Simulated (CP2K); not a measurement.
BeTe, 2 atoms in the cell. The structure is cubic, space group F-43m (No. 216). The conventional cell has a = 5.540 Å, b = 5.540 Å, c = 5.540 Å, α = 90.00°, β = 90.00°, γ = 90.00°. Te (site symmetry -43m) has 4 Be at 2.40 Å as nearest neighbours. Be (site symmetry -43m) has 4 Te at 2.40 Å as nearest neighbours. 

```yaml
Program: CP2K 2026.2
Task: single point
Functional: PBE
Potentials_or_basis: POTENTIAL_UZH Te GTH-PBE-q6, Be GTH-PBE-q4; TZVP-MOLOPT-PBE-GTH basis
Density_cutoff: 11565 eV
k_mesh: 8 × 8 × 8
Occupations: gaussian, width 0.018 eV
Spin: no spin polarisation
SCF_solver: diagonalisation with k points
Quickstep_method: GPW
EPS_DEFAULT: 1.0E-10
EPS_SCF: 1.0E-6
MAX_SCF: 100
SCF_GUESS: ATOMIC
k_points_reduced_by_the_point_group: yes
Mesh_centred_on_Gamma: yes
CHOLESKY: OFF
EPS_EIGVAL: 1.0E-7
MIXING_METHOD: BROYDEN_MIXING
MIXING_ALPHA: 0.4
NBUFFER: 8
NGRIDS: 4
Basis_sets: Te TZVP-MOLOPT-PBE-GTH-q6, Be TZVP-MOLOPT-PBE-GTH-q4
Potentials: Te GTH-PBE-q6 of POTENTIAL_UZH, Be GTH-PBE-q4 of POTENTIAL_UZH
ADDED_MOS: "[10]"
REL_CUTOFF_Ry: 60 Ry
MIXING_BETA_1/bohr: 1.5 1/bohr
CUTOFF_of_the_grids: 850 Ry
```

Potentials or basis: POTENTIAL_UZH Te GTH-PBE-q6, Be GTH-PBE-q4; TZVP-MOLOPT-PBE-GTH basis.

Command:

```sh
$ OMP_NUM_THREADS=1 cp2k.psmp -i bete_scf.inp -o bete_scf.out
```

Hardware: 1 thread of Arm Neoverse V2 (shared host).

Task: How long does it take, and how much memory?

Result: It took 13 s on 1 thread of Arm Neoverse V2 (shared host), peak memory 0.39 GiB. Counts: scf iterations 12, k points 29, basis 24, bands 15, force evaluations 1.
